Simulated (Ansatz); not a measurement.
**Structures of TiB: which is lowest?**

Plane-wave DFT in Ansatz with scalar-relativistic PAW potentials, cutoff 500 eV, Γ-centred meshes chosen by cell and gap, Gaussian smearing with energies taken to zero width. Every cell was relaxed (cell and atoms) in a run of its own, within the symmetry of its start. Functional: r2SCAN.

Relaxed structures (starts from databases or built by putting these elements on another compound's sites):
A. Fm-3m, 2 atoms in the computed cell, a = 4.528 Å; sites (symmetry × multiplicity) Ti m-3m × 4, B m-3m × 4; start: built
B. Pnma, 8 atoms in the computed cell, a = 6.103 Å, b = 3.047 Å, c = 4.557 Å; sites (symmetry × multiplicity) Ti .m. × 4, B .m. × 4; start: database

Q: Rank them by energy. Could pressure change the order?

A:
| structure | group | E − E(lowest) (meV/atom) | V (Å³/atom) | gap on mesh (eV) |
| --- | --- | --- | --- | --- |
| B | Pnma | 0.0 | 10.59 | 0.00 |
| A | Fm-3m | 525 | 11.61 | 0.00 |

B is lowest, 525 meV/atom under A. The lowest is also the densest of these, so pressure wouldn't bring one of the others in at first order. Other structures may lie lower than all of these, and vibrations aren't counted.